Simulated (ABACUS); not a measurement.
# KMgF3 (Pm-3m) in ABACUS: equation of state

Aim: energy against volume of KMgF3 in PBE, for its equilibrium volume and stiffness.

All numbers are computed with ABACUS 3.10.1; they aren't measurements. Logs are shortened: lines on timing, memory, paths and dates and some standing lists are left out, and cuts for length are marked.

**Experimental background.**

“High-pressure structural, elastic and electronic properties of the scintillator host material, KMgF3”, 2007, arxiv:cond-mat/0703621 reports, for a powder of KMgF3: bulk modulus 71.2 ± 0.2 GPa.

The runs below are set against these values where they give the same quantity.

## 1. The crystal as given

The structure is cubic, space group Pm-3m (No. 221). The conventional cell has a = 3.986 Å, b = 3.986 Å, c = 3.986 Å, α = 90.00°, β = 90.00°, γ = 90.00°. Around K (site symmetry m-3m) lie 12 F at 2.82 Å. Mg (site symmetry m-3m) has 6 F at 1.99 Å as nearest neighbours. F (site symmetry 4/mmm) is surrounded by 2 Mg at 1.99 Å.

## 2. Equation of state, PBE, 11.91 Å³/atom (volume scaled by 0.94)

Contents of INPUT:

```
INPUT_PARAMETERS
suffix              KMgF3
calculation         scf
basis_type          pw
pseudo_dir          ./
symmetry            1
dft_functional      pbe
ecutwfc             84
pseudo_rcut         10
nspin               1
nbands              24
ks_solver           dav
smearing_method     fd
smearing_sigma      0.00367493
scf_thr             1e-08
scf_nmax            100
mixing_type         broyden
mixing_beta         0.7
cal_force           1
cal_stress          1
kpar                4
```

Contents of STRU:

```
ATOMIC_SPECIES
K 39.0983 K.upf
Mg 24.3050 Mg.upf
F 18.9984 F.upf

LATTICE_CONSTANT
1.8897261246

LATTICE_VECTORS
3.9045322707 0.0000000000 0.0000000000
0.0000000000 3.9045322707 0.0000000000
0.0000000000 0.0000000000 3.9045322707

ATOMIC_POSITIONS
Direct

K
0.0
1
0.5000000000 0.5000000000 0.5000000000 1 1 1

Mg
0.0
1
0.0000000000 0.0000000000 0.0000000000 1 1 1

F
0.0
3
0.0000000000 0.0000000000 0.5000000000 1 1 1
0.0000000000 0.5000000000 0.0000000000 1 1 1
0.5000000000 0.0000000000 0.0000000000 1 1 1
```

Contents of KPT:

```
K_POINTS
0
Gamma
7 7 7 0 0 0
```

Potentials or basis: PseudoDojo NC SR 0.4.1 PBE standard, plane waves.

The run is started by

```sh
> OMP_NUM_THREADS=1 mpirun -np 4 abacus > log
```

running log:

```text
ABACUS v3.10.1

               Atomic-orbital Based Ab-initio Computation at UStc

 ------------------------------------------------------------------------------------

 READING GENERAL INFORMATION
                           global_out_dir = OUT.KMgF3/
                           global_in_card = INPUT
                               pseudo_dir = ./
                              orbital_dir =
                                    DSIZE = 4
                                    GSIZE = 1

 READING UNITCELL INFORMATION
                                    ntype = 3
                  lattice constant (Bohr) = 1.88973
              lattice constant (Angstrom) = 1

 READING ATOM TYPE 1
                               atom label = K
                      L=0, number of zeta = 1
                      L=1, number of zeta = 1
                      L=2, number of zeta = 1
             number of atom for this type = 1

 READING ATOM TYPE 2
                               atom label = Mg
                      L=0, number of zeta = 1
                      L=1, number of zeta = 1
                      L=2, number of zeta = 1
             number of atom for this type = 1

 READING ATOM TYPE 3
                               atom label = F
                      L=0, number of zeta = 1
                      L=1, number of zeta = 1
                      L=2, number of zeta = 1
             number of atom for this type = 3

                        TOTAL ATOM NUMBER = 5
DIRECT COORDINATES
    atom                   x                   y                   z     mag                  vx                  vy                  vz
taud_K1            0.5000000000        0.5000000000        0.5000000000  0.0000        0.0000000000        0.0000000000        0.0000000000
taud_Mg1            0.0000000000        0.0000000000        0.0000000000  0.0000        0.0000000000        0.0000000000        0.0000000000
taud_F1            0.0000000000        0.0000000000        0.5000000000  0.0000        0.0000000000        0.0000000000        0.0000000000
taud_F2            0.0000000000        0.5000000000        0.0000000000  0.0000        0.0000000000        0.0000000000        0.0000000000
taud_F3            0.5000000000        0.0000000000        0.0000000000  0.0000        0.0000000000        0.0000000000        0.0000000000

                          Volume (Bohr^3) = 401.702
                             Volume (A^3) = 59.526

 Lattice vectors: (Cartesian coordinate: in unit of a_0)
             +3.90453                  +0                  +0
                   +0            +3.90453                  +0
                   +0                  +0            +3.90453
 Reciprocal vectors: (Cartesian coordinate: in unit of 2 pi/a_0)
            +0.256113                  -0                  +0
                   -0           +0.256113                  -0
                   +0                  -0           +0.256113
 The esolver type has been set to : ksdft_pw

                PAO radial cut off (Bohr) = 10

 Read in pseudopotential file is K.upf
[... 205 lines left out ...]
 Init Non-Local-Pseudopotential done.

                                     npwx = 5225

 Make real space PAO into reciprocal space.
       max mesh points in Pseudopotential = 1001
     dq(describe PAO in reciprocal space) = 0.01
                                    max q = 1104

 number of pseudo atomic orbitals for K is 3
WARNING: norm of atomic wavefunction # 3 of atomic type K is 0.990334, renormalized

 number of pseudo atomic orbitals for Mg is 3
WARNING: norm of atomic wavefunction # 3 of atomic type Mg is 0.9998, renormalized

 number of pseudo atomic orbitals for F is 2

 -------------------------------------------
 SELF-CONSISTENT
 -------------------------------------------
                                 init_chg = atomic

 PW ALGORITHM --------------- ION=   1  ELEC=   1--------------------------------

 Density error is 0.508629721809
                          Error Threshold = 0.01
----------------------------------------------------------
     Energy           Rydberg                 eV
----------------------------------------------------------
 E_KohnSham     -327.3224925695      -4453.4509825073
 E_Harris       -321.7109225369      -4377.1016553385
 E_Fermi        0.6818741855         9.2773742421
----------------------------------------------------------
[... 63 lines left out ...]
 Density error is 6.82248337436e-09
                          Error Threshold = 3.63535702839e-10
----------------------------------------------------------
     Energy           Rydberg                 eV
----------------------------------------------------------
 E_KohnSham     -327.5136563848      -4456.0518996478
 E_KS(sigma->0) -327.5136563848      -4456.0518996478
 E_Harris       -327.5128622341      -4456.0410946732
 E_band         -34.7938466806       -473.3945701943
 E_one_elec     -157.2965698716      -2140.1296261091
 E_Hartree      96.4502196237        1312.2725602341
 E_xc           -62.4620107468       -849.8392546935
 E_Ewald        -204.2052953902      -2778.3555790793
 E_entropy(-TS) 0.0000000000         0.0000000000
 E_descf        0.0000000000         0.0000000000
 E_exx          0.0000000000         0.0000000000
 E_Fermi        0.5113823656         6.9577140288
----------------------------------------------------------

 charge density convergence is achieved
 final etot is -4456.0518996 eV
 EFERMI = 6.9577140288 eV

 STATE ENERGY(eV) AND OCCUPATIONS    NSPIN == 1
 1/5 kpoint (Cartesian) = 0.0000 0.0000 0.0000 (5185 pws)
       1       -67.0497     0.00583090
       2       -33.8489     0.00583090
       3       -33.8489     0.00583090
       4       -33.8489     0.00583090
       5       -22.0179     0.00583090
       6       -16.7113     0.00583090
[... 120 lines left out ...]
      23        14.1573    2.04289e-64
      24        16.0367    9.67217e-81

------------------------------------------------------------------------------------------
 TOTAL-FORCE (eV/Angstrom)
------------------------------------------------------------------------------------------
                        K1         0.0000000000         0.0000000000         0.0000000000
                       Mg1         0.0000000000         0.0000000000         0.0000000000
                        F1         0.0000000000         0.0000000000         0.0000000000
                        F2         0.0000000000         0.0000000000         0.0000000000
                        F3         0.0000000000         0.0000000000         0.0000000000
------------------------------------------------------------------------------------------

----------------------------------------------------------------
 TOTAL-STRESS (KBAR)
----------------------------------------------------------------
        93.5847171110        -0.0000000000         0.0000000000
         0.0000000000        93.5847171110        -0.0000000000
         0.0000000000        -0.0000000000        93.5847171110
----------------------------------------------------------------
 TOTAL-PRESSURE: 93.584717 KBAR

 --------------------------------------------
 !FINAL_ETOT_IS -4456.0518996478249392 eV
 --------------------------------------------
```

It took 15 s on 4 MPI ranks of Intel Xeon Platinum 8259CL at 2.50GHz (Skylake/Cascade Lake), shared host; peak memory 0.48 GiB.

What came out:

- Free energy: -4456.0519 eV
- Pressure: 9.4 GPa
- Band gap on the k mesh: 7.88 eV, indirect (least direct gap 8.17 eV)

Caveat: an odd mesh through Γ misses points on the zone boundary, where band edges often lie.

## 3. Equation of state, PBE, 12.16 Å³/atom (volume scaled by 0.96)

INPUT is that of step 2.

Edit STRU of step 2 so:

```diff
@@ -9,5 +9,5 @@
 LATTICE_VECTORS
-3.9045322707 0.0000000000 0.0000000000
-0.0000000000 3.9045322707 0.0000000000
-0.0000000000 0.0000000000 3.9045322707
+3.9320298828 0.0000000000 0.0000000000
+0.0000000000 3.9320298828 0.0000000000
+0.0000000000 0.0000000000 3.9320298828
```

KPT is that of step 2.

Potentials or basis: PseudoDojo NC SR 0.4.1 PBE standard, plane waves.

The run is started by

```sh
> OMP_NUM_THREADS=1 mpirun -np 4 abacus > log
```

It took 16 s on 4 MPI ranks of Intel Xeon Platinum 8259CL at 2.50GHz (Skylake/Cascade Lake), shared host; peak memory 0.48 GiB.

It converged, with:

```yaml
Free_energy: -4456.1174 eV
Pressure: 7.2 GPa
Band_gap_on_the_k_mesh: 7.71 eV, indirect (least direct gap 8.00 eV)
```

Caveat: an odd mesh through Γ misses points on the zone boundary, where band edges often lie.

## 4. Equation of state, PBE, 12.41 Å³/atom (volume scaled by 0.98)

INPUT is that of step 3.

Edit STRU of step 3 so:

```diff
@@ -9,5 +9,5 @@
 LATTICE_VECTORS
-3.9320298828 0.0000000000 0.0000000000
-0.0000000000 3.9320298828 0.0000000000
-0.0000000000 0.0000000000 3.9320298828
+3.9591481872 0.0000000000 0.0000000000
+0.0000000000 3.9591481872 0.0000000000
+0.0000000000 0.0000000000 3.9591481872
```

KPT is that of step 3.

The run is started by

```sh
> OMP_NUM_THREADS=1 mpirun -np 4 abacus > log
```

It took 15 s on 4 MPI ranks of Intel Xeon Platinum 8259CL at 2.50GHz (Skylake/Cascade Lake), shared host; peak memory 0.48 GiB.

The run converged. Its results:

```yaml
Free_energy: -4456.1670 eV
Pressure: 5.3 GPa
Band_gap_on_the_k_mesh: 7.54 eV, indirect (least direct gap 7.84 eV)
```

Caveat: an odd mesh through Γ misses points on the zone boundary, where band edges often lie.

## 5. Equation of state, PBE, 12.67 Å³/atom

INPUT is that of step 4.

Edit STRU of step 4 so:

```diff
@@ -9,5 +9,5 @@
 LATTICE_VECTORS
-3.9591481872 0.0000000000 0.0000000000
-0.0000000000 3.9591481872 0.0000000000
-0.0000000000 0.0000000000 3.9591481872
+3.9859000000 0.0000000000 0.0000000000
+0.0000000000 3.9859000000 0.0000000000
+0.0000000000 0.0000000000 3.9859000000
```

KPT is that of step 4.

The run is started by

```sh
> OMP_NUM_THREADS=1 mpirun -np 4 abacus > log
```

Run time: 15 s. Hardware: 4 MPI ranks of Intel Xeon Platinum 8259CL at 2.50GHz (Skylake/Cascade Lake), shared host; peak memory 0.48 GiB.

Results (log left out):

```yaml
Free_energy: -4456.2022 eV
Pressure: 3.6 GPa
Band_gap_on_the_k_mesh: 7.39 eV, indirect (least direct gap 7.68 eV)
```

Caveat: an odd mesh through Γ misses points on the zone boundary, where band edges often lie.

## 6. Equation of state, PBE, 12.92 Å³/atom (volume scaled by 1.02)

INPUT is that of step 5.

Edit STRU of step 5 so:

```diff
@@ -9,5 +9,5 @@
 LATTICE_VECTORS
-3.9859000000 0.0000000000 0.0000000000
-0.0000000000 3.9859000000 0.0000000000
-0.0000000000 0.0000000000 3.9859000000
+4.0122974580 0.0000000000 0.0000000000
+0.0000000000 4.0122974580 0.0000000000
+0.0000000000 0.0000000000 4.0122974580
```

KPT is that of step 5.

Potentials or basis: PseudoDojo NC SR 0.4.1 PBE standard, plane waves.

The run is started by

```sh
> OMP_NUM_THREADS=1 mpirun -np 4 abacus > log
```

Wall time 14 s (4 MPI ranks of Intel Xeon Platinum 8259CL at 2.50GHz (Skylake/Cascade Lake), shared host); peak memory 0.52 GiB.

It converged, with:

```
Free energy            : -4456.2245 eV
Pressure               : 2.0 GPa
Band gap on the k mesh : 7.24 eV, indirect (least direct gap 7.53 eV)
```

Caveat: an odd mesh through Γ misses points on the zone boundary, where band edges often lie.

## 7. Equation of state, PBE, 13.17 Å³/atom (volume scaled by 1.04)

INPUT is that of step 6.

Edit STRU of step 6 so:

```diff
@@ -9,5 +9,5 @@
 LATTICE_VECTORS
-4.0122974580 0.0000000000 0.0000000000
-0.0000000000 4.0122974580 0.0000000000
-0.0000000000 0.0000000000 4.0122974580
+4.0383520677 0.0000000000 0.0000000000
+0.0000000000 4.0383520677 0.0000000000
+0.0000000000 0.0000000000 4.0383520677
```

KPT is that of step 6.

The run is started by

```sh
> OMP_NUM_THREADS=1 mpirun -np 4 abacus > log
```

Wall time 16 s (4 MPI ranks of Intel Xeon Platinum 8259CL at 2.50GHz (Skylake/Cascade Lake), shared host); peak memory 0.48 GiB.

It converged, with:

```
Free energy            : -4456.2351 eV
Pressure               : 0.6 GPa
Band gap on the k mesh : 7.09 eV, indirect (least direct gap 7.39 eV)
```

Caveat: an odd mesh through Γ misses points on the zone boundary, where band edges often lie.

## 8. Equation of state, PBE, 13.43 Å³/atom (volume scaled by 1.06)

INPUT is that of step 7.

Edit STRU of step 7 so:

```diff
@@ -9,5 +9,5 @@
 LATTICE_VECTORS
-4.0383520677 0.0000000000 0.0000000000
-0.0000000000 4.0383520677 0.0000000000
-0.0000000000 0.0000000000 4.0383520677
+4.0640747489 0.0000000000 0.0000000000
+0.0000000000 4.0640747489 0.0000000000
+0.0000000000 0.0000000000 4.0640747489
```

KPT is that of step 7.

The run is started by

```sh
> OMP_NUM_THREADS=1 mpirun -np 4 abacus > log
```

Run time: 17 s. Hardware: 4 MPI ranks of Intel Xeon Platinum 8259CL at 2.50GHz (Skylake/Cascade Lake), shared host; peak memory 0.52 GiB.

Results (log left out):

```yaml
Free_energy: -4456.2352 eV
Pressure: -0.6 GPa
Band_gap_on_the_k_mesh: 6.95 eV, indirect (least direct gap 7.25 eV)
```

Caveat: an odd mesh through Γ misses points on the zone boundary, where band edges often lie.

## 9. Equation of state, PBE

Potentials or basis: PseudoDojo NC SR 0.4.1 PBE standard, plane waves.

This step only gathers the single runs of the series.

What came out:

- Equilibrium volume: 13.30 Å³/atom
- Bulk modulus: 66 GPa
- Pressure derivative of the bulk modulus: 4.4

Energy against volume, from the lowest point:
```
volume (Å³/atom)  energy (meV/atom)
          11.905              36.67
          12.159              23.56
          12.412              13.64
          12.665               6.60
          12.918               2.15
          13.172               0.02
          13.425               0.00
```

## 10. Against experiment

Step 9. A measured bulk modulus of KMgF3 is 71.2 GPa (powder; “High-pressure structural, elastic and electronic properties of the scintillator host material, KMgF3”, 2007, arxiv:cond-mat/0703621); the calculated 66 GPa misses it by -7.1 %. The fit is for a static lattice scaled at fixed shape and fixed fractional positions.
